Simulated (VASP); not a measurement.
# Li: restarted molecular dynamics, 2 variants

Li, P6_3/mmc (no. 194), 16 atoms in the cell. PBE, molecular dynamics; PAW potentials Li (PBE set).

| Restart from | Temperature at the end (K) | The same without a restart (K) | Potential energy at the end (eV/atom) | The same without a restart (eV/atom) | Electronic steps in the first step after the restart | Time (s) |
|---|---|---|---|---|---|---|
| CONTCAR with velocities, WAVECAR read | 492.0 | 492.0 | -1.83329 | -1.83329 | 4 | 118 |
| CONTCAR with velocities, no WAVECAR | 492.0 | 492.0 | -1.83329 | -1.83329 | 15 | 117 |

Limits: 60 fs of 16 atoms are too short for converged averages; the cell is only 5.4 Å across, so each atom moves in step with near copies of itself.

## Input of the first row

INCAR.step1:
```
GGA      = PE             # functional
PREC     = Normal         # precision mode
ENCUT    = 200            # plane-wave cutoff, eV
EDIFF    = 1E-6           # SCF threshold, eV
NELMIN   = 4            
NELM     = 60             # most SCF steps
ALGO     = Fast           # electronic algorithm
LREAL    = Auto         
LASPH    = True           # aspherical terms in the spheres
ISMEAR   = -1             # smearing method
SIGMA    = 0.05           # smearing width, eV
ISYM     = 0            
LWAVE    = True           # write WAVECAR
LCHARG   = False          # write CHGCAR
IBRION   = 0              # ionic algorithm
NSW      = 30             # ionic steps
POTIM    = 1.0            # step
TEBEG    = 1000         
ISIF     = 2              # what is computed and relaxed
RANDOM_SEED= 416609 0 0   
MDALGO   = 1            
ANDERSEN_PROB= 0.0          
KPAR     = 2             
```

INCAR.step2, as INCAR.step1 but for:
```
- LWAVE = True
+ LWAVE = False
```

KPOINTS:
```
k-points
0
Monkhorst-Pack
  2 2 2
```

POSCAR.step1:
```
Li
1.0
    6.2220000000      0.0000000000      0.0000000000
    0.0000000000      5.3884100624      0.0000000000
    0.0000000000      0.0000000000     10.1860000000
Li
16
Direct
    0.2500000000      0.1666666666      0.3750000000
    0.2500000000      0.1666666666      0.8750000000
    0.7500000000      0.1666666666      0.3750000000
    0.7500000000      0.1666666666      0.8750000000
    0.0000000001      0.6666666666      0.3750000000
    0.0000000001      0.6666666666      0.8750000000
    0.5000000000      0.6666666666      0.3750000000
    0.5000000000      0.6666666666      0.8750000000
    0.0000000000      0.3333333334      0.1250000000
    0.0000000000      0.3333333334      0.6250000000
    0.5000000000      0.3333333334      0.1250000000
    0.5000000000      0.3333333334      0.6250000000
    0.2500000000      0.8333333334      0.1250000000
    0.2500000000      0.8333333334      0.6250000000
    0.7500000000      0.8333333334      0.1250000000
    0.7500000000      0.8333333334      0.6250000000
```

Commands (each step's output is kept before the next begins):
```
cat potpaw_PBE.64/Li/POTCAR > POTCAR
cp INCAR.step1 INCAR
cp POSCAR.step1 POSCAR
mpirun -np 2 vasp_std > vasp.out
cp CONTCAR POSCAR
cp INCAR.step2 INCAR
mpirun -np 2 vasp_std > vasp.out
```

Changes of the last row against the first:
```
(step 1)
- LWAVE = True
+ LWAVE = False
```

VASP 6.6.1 took 118 s on 2 cores (Intel Xeon Platinum 8559C (Emerald Rapids)), a shared host.
